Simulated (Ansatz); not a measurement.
**Sn: nudged elastic band, vacancy jump**

Method: DFT PBE+D3(BJ), scalar-relativistic, plane waves, PAW in Ansatz. Settings: plane waves to 420 eV, k-mesh 4×4×4 (Γ-centred), Gaussian smearing 0.1 eV. No spin polarisation.

1 inner image(s), climbing immediate, force tolerance 0.05 eV/Å, at most 60 iterations, fixed cell.

It took 18 min on 4 threads of Arm Neoverse V1 (shared host), peak memory 4.8 GiB.

Command:
```bash
ansatz run input.yaml --threads 4 --pin off --max-ram 9216MiB --backend cpu --events-out ev --progress --plain --runs-dir out
```

Input:
```yaml
crystal:
  lattice:
    - [0.0, 0.0, -8.6699627816]
    - [7.0176262609, -3.509227412, -4.3349813908]
    - [-3.5088131304, -7.018454824, -4.3349813908]
  atoms:
    - { symbol: Sn, position: [0.9174947558, 0.4208549027, 0.791700708] }
    - { symbol: Sn, position: [0.45, 0.7, 0.9] }
    - { symbol: Sn, position: [0.8092155421, 0.8082884724, 0.6208698595] }
    - { symbol: Sn, position: [0.8295125456, 0.128005017, 0.7129698918] }
    - { symbol: Sn, position: [0.3699496335, 0.4208549027, 0.791700708] }
    - { symbol: Sn, position: [0.7408366328, 0.5090244547, 0.5093022796] }
    - { symbol: Sn, position: [0.2616261259, 0.8082884724, 0.6208698595] }
    - { symbol: Sn, position: [0.6424434537, 0.8870849768, 0.3280281158] }
    - { symbol: Sn, position: [0.350160166, 0.0906795199, 0.7090001481] }
    - { symbol: Sn, position: [0.7000226295, 0.2, 0.4] }
    - { symbol: Sn, position: [0.2575565463, 0.5129150232, 0.4719718842] }
    - { symbol: Sn, position: [0.6383738741, 0.5917115276, 0.1791301405] }
    - { symbol: Sn, position: [0.1591633672, 0.8909755453, 0.2906977204] }
    - { symbol: Sn, position: [0.1999773705, 0.2, 0.4] }
    - { symbol: Sn, position: [0.549839834, 0.3093204801, 0.0909998519] }
    - { symbol: Sn, position: [0.0907844579, 0.5917115276, 0.1791301405] }
    - { symbol: Sn, position: [0.5300503665, -0.0208549027, 0.008299292] }
    - { symbol: Sn, position: [0.0704874544, 0.271994983, 0.0870301082] }
    - { symbol: Sn, position: [-0.0174947558, -0.0208549027, 0.008299292] }
basis:
  ecutwfc: 420
kpoints:
  mp_grid: { grid: [4, 4, 4] }
hamiltonian:
  xc: pbe
  dispersion: d3bj
scf:
  occupations: { method: gaussian, width: 0.1 }
output:
  forces: true
neb:
  images: 1
  f_tol: 0.05
  max_iterations: 60
  order_check: false
  final_atoms:
    - { symbol: Sn, position: [0.9001602827, 0.3906787135, 0.809000721] }
    - { symbol: Sn, position: [0.4674954572, 0.7208551325, 0.8917003898] }
    - { symbol: Sn, position: [0.8075568908, 0.8129151518, 0.5719710666] }
    - { symbol: Sn, position: [0.8116251933, 0.1082887966, 0.7208700832] }
    - { symbol: Sn, position: [0.379512061, 0.4280058519, 0.8129700262] }
    - { symbol: Sn, position: [0.7499773669, 0.5, 0.5] }
    - { symbol: Sn, position: [0.2908359314, 0.8090250515, 0.6093030857] }
    - { symbol: Sn, position: [0.6407840731, 0.8917112034, 0.2791299168] }
    - { symbol: Sn, position: [0.3592159269, 0.1082887966, 0.7208700832] }
    - { symbol: Sn, position: [0.7091640686, 0.1909749485, 0.3906969143] }
    - { symbol: Sn, position: [0.2500226331, 0.5, 0.5] }
    - { symbol: Sn, position: [0.620487939, 0.5719941481, 0.1870299738] }
    - { symbol: Sn, position: [0.1883748067, 0.8917112034, 0.2791299168] }
    - { symbol: Sn, position: [0.1924431092, 0.1870848482, 0.4280289334] }
    - { symbol: Sn, position: [0.5325045428, 0.2791448675, 0.1082996102] }
    - { symbol: Sn, position: [0.0998397173, 0.6093212865, 0.190999279] }
    - { symbol: Sn, position: [0.9199490205, -0.2791448675, -0.1082996102] }
    - { symbol: Sn, position: [0.0800509795, 0.2791448675, 0.1082996102] }
    - { symbol: Sn, position: [0.0, 0.0, 0.0] }
  climbing: immediate
```

Output (its end):
```
...
    - { symbol: Sn, position: [0.3376371157860506, 0.44973882559918554, 0.7943540009752287] }
    - { symbol: Sn, position: [0.7133445276656315, 0.5440703823770603, 0.5232741461210262] }
    - { symbol: Sn, position: [0.2325525908241841, 0.8260201532312259, 0.6312827770180305] }
    - { symbol: Sn, position: [0.5869804032910112, 0.9152561857183461, 0.3329942597371088] }
    - { symbol: Sn, position: [0.37358600021093646, 0.0780816635395262, 0.732119289862574] }
    - { symbol: Sn, position: [0.7366556347561158, 0.1559294947668755, 0.37672570398067573] }
    - { symbol: Sn, position: [0.2870827721332757, 0.48383752085799775, 0.4609517807524177] }
    - { symbol: Sn, position: [0.6734870264002148, 0.5339421982214403, 0.19355742554147104] }
    - { symbol: Sn, position: [0.21744735519472558, 0.873979886292816, 0.2687170358598979] }
    - { symbol: Sn, position: [0.1629172229136268, 0.21616240874808076, 0.43904830711812676] }
    - { symbol: Sn, position: [0.5238832366139577, 0.3001206986328706, 0.08946778038374717] }
    - { symbol: Sn, position: [0.07641410063952242, 0.6219184134097301, 0.16788076163476934] }
    - { symbol: Sn, position: [0.7249998411206515, -0.14999984773828856, -0.04999990137756195] }
    - { symbol: Sn, position: [0.11236280147583425, 0.2502613804034918, 0.10564606944294423] }
    - { symbol: Sn, position: [-0.009847420690707882, -0.004493961158081438, -0.006586874287212277] }
```

The calculation finished and met its thresholds.

Final band:

```tsv
image	s (Å)	ΔE (eV)
0	0.000	0.000
1	1.980	0.105
2	3.959	0.000
```

Highest image over the start 0.105 eV, over the end 0.105 eV. The order of the saddle wasn't checked, and a path that keeps a symmetry can read too high.

By iteration:

| iteration | largest band force component (eV/Å) | highest image (eV) |
| --- | --- | --- |
| 1 | 0.596 | 0.451 |
| 2 | 0.079 | 0.226 |
| 3 | 0.052 | 0.172 |
| 4 | 0.067 | 0.132 |
| 5 | 0.044 | 0.118 |
| 6 | 0.033 | 0.110 |
| 7 | 0.017 | 0.107 |
| 8 | 0.015 | 0.106 |
| 9 | 0.015 | 0.105 |

Images of the last band (Å, true forces in eV/Å):

```xyz
19
Lattice="0.000 0.000 -8.670 7.018 -3.509 -4.335 -3.509 -7.018 -4.335" Properties=species:S:1:pos:R:3:forces:R:3 pbc="T T T" image=0 dE_eV=0.0000
Sn    0.175   -7.033  -13.211    0.012    0.000    0.015
Sn    1.754   -8.773  -10.837    0.000    0.000    0.000
Sn    3.494   -7.194  -13.211    0.000   -0.012    0.015
Sn   -1.603   -5.453  -10.837    0.011    0.004    0.000
Sn    0.175   -7.033   -8.464    0.012    0.000   -0.015
Sn    1.785   -5.361  -10.837   -0.006   -0.014    0.000
Sn    3.494   -7.194   -8.464    0.000   -0.012   -0.015
Sn    5.074   -5.415  -10.837    0.004   -0.011    0.000
Sn   -1.851   -5.294   -6.502   -0.014    0.006    0.000
Sn    0.000   -3.509   -8.670    0.000    0.000    0.000
Sn    1.943   -5.112   -6.502   -0.004    0.011    0.000
Sn    3.524   -3.334   -8.876    0.000    0.012    0.015
Sn    5.233   -5.167   -6.502    0.006    0.014    0.000
Sn    0.000   -3.509   -4.335    0.000    0.000    0.000
Sn    1.851   -1.724   -6.502    0.014   -0.006    0.000
Sn    3.524   -3.334   -4.129    0.000    0.012   -0.015
Sn   -0.175    0.015   -4.541   -0.012    0.000    0.015
Sn    1.603   -1.565   -2.167   -0.011   -0.004    0.000
Sn   -0.175    0.015    0.206   -0.012    0.000   -0.015
19
Lattice="0.000 0.000 -8.670 7.018 -3.509 -4.335 -3.509 -7.018 -4.335" Properties=species:S:1:pos:R:3:forces:R:3 pbc="T T T" image=1 dE_eV=0.1049
Sn   -0.038   -7.092  -13.277    0.002   -0.001   -0.002
Sn    1.763   -8.835  -10.971    0.000    0.007   -0.001
Sn    3.518   -6.733  -13.342   -0.001    0.009    0.003
Sn   -1.313   -5.541  -10.515   -0.004   -0.006   -0.004
Sn    0.369   -7.153   -8.320   -0.004   -0.002   -0.001
Sn    1.982   -5.582  -10.812    0.002   -0.006   -0.006
Sn    3.582   -7.329   -8.334    0.005    0.014   -0.003
Sn    5.255   -5.549  -10.500    0.001   -0.009   -0.003
Sn   -2.021   -5.412   -6.751   -0.003   -0.001   -0.002
Sn   -0.228   -3.191   -8.696   -0.002    0.006    0.006
Sn    1.778   -4.933   -6.585    0.001   -0.003    0.015
Sn    3.068   -3.232   -8.993    0.004    0.006    0.004
Sn    5.190   -4.953   -6.839   -0.005   -0.014    0.003
Sn   -0.024   -3.840   -4.253   -0.001    0.003   -0.015
Sn    1.792   -1.681   -6.231   -0.002    0.001    0.002
Sn    3.775   -3.361   -4.086    0.003    0.001    0.002
Sn   -0.877    0.877   -5.419    0.000    0.000    0.000
Sn    1.386   -1.620   -2.517    0.004    0.002    0.001
Sn   -0.008    0.062    0.133    0.000   -0.007    0.001
19
Lattice="0.000 0.000 -8.670 7.018 -3.509 -4.335 -3.509 -7.018 -4.335" Properties=species:S:1:pos:R:3:forces:R:3 pbc="T T T" image=2 dE_eV=0.0000
Sn   -0.097   -7.049  -13.005   -0.014    0.006    0.000
Sn    1.930   -8.788  -11.044    0.012    0.000    0.015
Sn    3.698   -6.867  -13.005   -0.004    0.011    0.000
Sn   -1.769   -5.439  -10.631    0.000   -0.012   -0.015
Sn    0.151   -7.208   -8.670    0.011    0.004    0.000
Sn    1.754   -5.264  -10.837    0.000    0.000    0.000
Sn    3.540   -7.115   -8.670   -0.006   -0.014    0.000
Sn    5.278   -5.088  -10.631    0.000    0.012   -0.015
Sn   -1.769   -5.439   -6.709    0.000   -0.012    0.015
Sn   -0.031   -3.412   -8.670    0.006    0.014    0.000
Sn    1.754   -5.264   -6.503    0.000    0.000    0.000
Sn    3.358   -3.320   -8.670   -0.011   -0.004    0.000
Sn    5.278   -5.088   -6.709    0.000    0.012    0.015
Sn   -0.189   -3.661   -4.335    0.004   -0.011    0.000
Sn    1.579   -1.740   -6.296   -0.012    0.000   -0.015
Sn    3.606   -3.479   -4.335    0.014   -0.006    0.000
Sn   -1.579    1.740   -6.296    0.012    0.000   -0.015
Sn    1.579   -1.740   -2.374   -0.012    0.000    0.015
Sn    0.000    0.000    0.000    0.000    0.000    0.000
```